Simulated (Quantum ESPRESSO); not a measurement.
The system is BN.

```
CELL_PARAMETERS angstrom
0.00000 1.78850 1.78850
1.78850 0.00000 1.78850
1.78850 1.78850 0.00000
ATOMIC_POSITIONS crystal
N 0.25000 0.25000 0.25000
B 0.00000 0.00000 0.00000
```

The cell is a database's computed one.

The cell isn't the ideal one: volume scaled by 0.96.

* Program: Quantum ESPRESSO 7.5
* Task: Berry-phase polarisation
* Functional: PBEsol
* Potentials or basis: PseudoDojo 0.4.1 SR PBEsol standard
* Cutoff: 1143 eV
* Density cutoff: 4572 eV
* k mesh: 7 × 7 × 7
* Occupations: fermi-dirac, width 0.05 eV
* Spin: no spin polarisation
* Mixing beta: 0.5
* Most SCF iterations: 120
* SCF threshold: 4e-10 Ry
* k points per string: 14 × 14 × 14

The first run showed a gap, so the response started from a second, tighter run with fixed occupations.

What formal polarisation does the Berry-phase calculation give along the three lattice vectors?

0.887, 0.887, 0.887 C/m², each defined up to a quantum of 3.542, 3.542, 3.542 C/m², that is 0.250, 0.250, 0.250 of the quanta. A formal value alone isn't measurable: only its change along an insulating path is.

Berry phases in units of 2π:
```csv
direction,ionic,electronic,their sum is defined modulo
a1,0.250,0.000,1
a2,0.250,0.000,1
a3,0.250,0.000,1
```

Caveat: the k mesh is coarse (spacing up to 0.43 Å⁻¹), so the values aren't converged; an odd mesh through Γ misses points on the zone boundary, where band edges often lie.
